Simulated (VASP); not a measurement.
**BeTe: band structure with PBE**

Crystal: BeTe.

```
Be Te
1.0
     0.00000    2.80614    2.80614
     2.80614    0.00000    2.80614
     2.80614    2.80614    0.00000
Be Te
1 1
Direct
  0.00000 0.00000 0.00000
  0.25000 0.25000 0.25000
```

| Property | Result |
| --- | --- |
| Program | VASP 6.6.1 |
| Task | band structure |
| Functional | PBE |
| Potentials or basis | VASP PAW PBE potentials, release 64 (Be, Te) |
| Cutoff | 520 eV |
| k mesh | 8 × 8 × 8 |
| Occupations | gaussian, width 0.03 eV |
| Spin | no spin polarisation |
| Further INCAR settings | ALGO = Fast; EDIFF = 1e-06; NBANDS = 11 |

| Item | Value |
| --- | --- |
| Pressure | 1.8 GPa |
| Band gap on the k mesh | 1.95 eV, indirect (least direct gap 3.60 eV) |
| Band gap along the path | 1.95 eV, indirect (least direct gap 3.60 eV) |

Levels at the corners of the path, in eV from the valence-band top:
```tsv
point	band 2	band 3	band 4	band 5	band 6	band 7
Γ	0.00	0.00	0.00	3.60	3.60	3.60
X	-5.17	-2.68	-2.68	1.95	2.65	9.77
X	-5.17	-2.68	-2.68	1.95	2.65	9.77
W	-4.63	-3.75	-3.26	5.29	5.54	5.58
W	-4.63	-3.75	-3.26	5.29	5.54	5.58
K	-4.81	-3.94	-2.27	2.69	5.27	7.92
K	-4.81	-3.94	-2.27	2.69	5.27	7.92
Γ	0.00	0.00	0.00	3.60	3.60	3.60
Γ	0.00	0.00	0.00	3.60	3.60	3.60
L	-5.61	-1.15	-1.15	3.10	4.59	4.59
L	-5.61	-1.15	-1.15	3.10	4.59	4.59
U	-4.81	-3.94	-2.27	2.69	5.27	7.92
U	-4.81	-3.94	-2.27	2.69	5.27	7.92
W	-4.63	-3.75	-3.26	5.29	5.54	5.58
W	-4.63	-3.75	-3.26	5.29	5.54	5.58
L	-5.61	-1.15	-1.15	3.10	4.59	4.59
L	-5.61	-1.15	-1.15	3.10	4.59	4.59
K	-4.81	-3.94	-2.27	2.69	5.27	7.92
U	-4.81	-3.94	-2.27	2.69	5.27	7.92
X	-5.17	-2.68	-2.68	1.95	2.65	9.77
```

Wall time 35 s on 1 thread of Intel(R) Xeon(R) 6975P-C (Granite Rapids), on a shared host, peak memory 0.18 GiB.

Caveat: spin-orbit coupling is left out, which moves the levels of the heavy elements.
